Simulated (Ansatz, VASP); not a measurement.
**KBr: VASP beside Ansatz**

```
K Br
1.0
     0.00000    3.16080    3.42420
     3.16080    0.00000    3.42420
     3.16080    3.16080    0.00000
K Br
1 1
Direct
  0.00000 0.00000 0.00000
  0.50000 0.50000 0.50000
```

Change from the starting cell: strain -0.040 along x and y, +0.040 along z, atoms carried along.

Alike in both runs: task single point; functional PBEsol; k mesh 6 × 6 × 6; occupations gaussian, width 0.05 eV; no spin polarisation.

|  | VASP | Ansatz |
| --- | --- | --- |
| version | VASP 6.6.1 | Ansatz 0.2.0 |
| potentials or method | VASP PAW PBE potentials, release 64 (K_sv, Br) | scalar-relativistic, plane waves, PAW |
| plane-wave cutoff (eV) | 520 | 420 |
| valence electrons in the cell | 16 | 16 |

|  | VASP | Ansatz | Ansatz less VASP |
| --- | --- | --- | --- |
| gap on the k mesh at the Fermi level (eV) | 4.37 | 4.37 | +0.003 |
| least direct gap on the mesh (eV) | 4.37 | 4.37 | +0.003 |
| pressure (GPa) | 0.8 | 0.8 | -0.07 |
| largest component of the traceless stress (GPa) | 1.75 | 1.71 | -0.038 |

Caveats: the PAW data sets were made with another functional, which shifts forces and pressure a little (VASP).
